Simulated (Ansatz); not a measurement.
Runs of Ansatz 0.2.0 on TaN. It takes space group P-62m (No. 189, hexagonal). The conventional cell has a = 5.196 Å, b = 5.196 Å, c = 2.911 Å, α = 90.00°, β = 90.00°, γ = 120.00°. Ta (site symmetry -62m) is surrounded by 3 N at 2.04 Å. Ta (site symmetry -6) has 6 N at 2.16 Å as nearest neighbours. N (site symmetry m2m) is surrounded by 5 Ta at 2.04 to 2.16 Å. 

```csv
task,level,cell,cutoff (eV),points for each segment of the path,gap on the mesh (eV),pressure (GPa),relaxed volume (Å³/atom),largest force (eV/Å)
relaxation of cell and atoms,PBEsol+D4,relaxed,420,-,none,0.0,(c),-
relaxation of cell and atoms,revPBE+D4,relaxed,420,-,none,0.0,(b),0.01
relaxation of cell and atoms,PBEsol+D3(BJ),relaxed,420,-,none,0.0,11.00,-
relaxation of cell and atoms,RPBE+D4,relaxed,420,-,none,0.0,11.32,-
relaxation of cell and atoms,BLYP,relaxed,420,-,none,0.0,11.92,-
relaxation of cell and atoms,revPBE+D3(BJ),relaxed,420,-,none,0.0,11.19,-
band structure,r2SCAN,as given,500,14,none,0.3,-,0.03
relaxation of cell and atoms,RPBE+D3(BJ),relaxed,420,-,none,0.0,(a),-
```

Alike in all rows: potentials or basis Ansatz PAW; no spin polarisation; k mesh 6 × 6 × 9; smearing fermi-dirac 0.05 eV.

Estimate the missing entries.

(a) 10.31; (b) 11.31; (c) 11.12.

Caveats: the PAW data sets come from PBE, with cores solved anew for the run's functional, which leaves a small shift of forces and pressure; the plane-wave basis is chosen anew once the cell has moved, so the energies of steps on either side of that aren't comparable (some runs); pairwise dispersion overbinds metals, which lowers pressure and volume (some runs); spin-orbit coupling is left out, which moves the levels of the heavy elements (some runs).

A k mesh can miss the band edges, and the runs leave out spin-orbit coupling on Ta.

A gap of «none» marks a metal or a gap under the smearing width.

Runs at the PBE level aren't shown here.
